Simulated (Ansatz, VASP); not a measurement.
# Rb: VASP beside Ansatz

Contents of INCAR:

```
ALGO = Normal
EDIFF = 1E-7
ENCUT = 520
GGA = PE
ISIF = 2
ISMEAR = -1
LASPH = True
LCHARG = False
LREAL = False
LWAVE = False
NBANDS = 10
NELM = 100
PREC = Accurate
SIGMA = 0.05
```

Contents of KPOINTS:

```
k-points
0
Gamma
  7 7 7
```

The input POSCAR:

```
Rb
1.0
   -3.0124581780      3.0124581780      2.7844047774
    3.0124581780     -3.0124581780      2.7844047774
    3.0124581780      3.0124581780     -2.7844047774
Rb
1
Direct
    0.0000000000      0.0000000000      0.0000000000
```

Contents of input.yaml:

```yaml
crystal:
  lattice:
    - [-3.012458178, 3.012458178, 2.7844047774]
    - [3.012458178, -3.012458178, 2.7844047774]
    - [3.012458178, 3.012458178, -2.7844047774]
  atoms:
    - { symbol: Rb, position: [0.0, 0.0, 0.0] }
hamiltonian:
  xc: pbe
  pseudopotentials: { kind: paw }
kpoints:
  mp_grid: { grid: [7, 7, 7] }
scf:
  occupations: { method: fermi_dirac, width: 0.05 }
output:
  forces: true
  stress: true
  eigenvalues: true
  write_density: true
  write_potential: true
  elf: true
  volumetric_format: npy
```

Change from the starting cell: volume scaled by 1.06.

Alike in both runs: task single point; functional PBE; k mesh 7 × 7 × 7; occupations fermi-dirac, width 0.05 eV; no spin polarisation.

|  | VASP | Ansatz |
| --- | --- | --- |
| version | VASP 6.6.1 | Ansatz 0.2.0 |
| potentials or method | VASP PAW PBE potentials, release 64 (Rb_sv) | Ansatz PAW |
| plane-wave cutoff (eV) | 520 | 420 |
| valence electrons in the cell | 9 | 9 |

```tsv
	VASP	Ansatz	Ansatz less VASP
gap on the k mesh at the Fermi level (eV)	none	none	-
pressure (GPa)	-0.2	-0.2	0.00
```

A gap of «none» marks a metal or a gap that the smearing closes. The functional is the same, so the differences come from potentials, cutoffs and numerics.
